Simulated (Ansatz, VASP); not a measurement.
# One calculation of AgCl, two programs

```xyz
2
Lattice="0.0000 2.7553 2.7553 2.7553 0.0000 2.7553 2.7553 2.7553 0.0000" Properties=species:S:1:pos:R:3 pbc="T T T"
Ag    2.7553    2.7553    2.7553
Cl    0.0000    0.0000    0.0000
```

Alike in both runs: functional PBE; dispersion D3(BJ); k mesh 8 × 8 × 8; occupations gaussian, width 0.02 eV; no spin polarisation.

Ansatz relaxed the structure, and its values are those at the end. VASP's run is a single point on that final structure, the one shown.

|  | VASP | Ansatz |
| --- | --- | --- |
| version | VASP 6.6.1 | Ansatz 0.2.0 |
| potentials or method | VASP PAW PBE potentials, release 64 (Ag, Cl) | scalar-relativistic, plane waves, PAW |
| plane-wave cutoff (eV) | 520 | 420 |
| valence electrons in the cell | 18 | 26 |

VASP gave:

* gap on the k mesh at the Fermi level (eV): 0.91
* least direct gap on the mesh (eV): 3.24
* pressure (GPa): -0.1

Task: Which values does Ansatz return?

Result: gap on the k mesh at the Fermi level (eV): 0.91; least direct gap on the mesh (eV): 3.25; pressure (GPa): 0.0.

The functional is the same, so the differences come from potentials, cutoffs and numerics. The two sets of potentials don't hold the same shells in valence.

A k mesh can miss the band edges. Expect the measured gap to be larger: semilocal functionals such as PBE lack the derivative discontinuity.
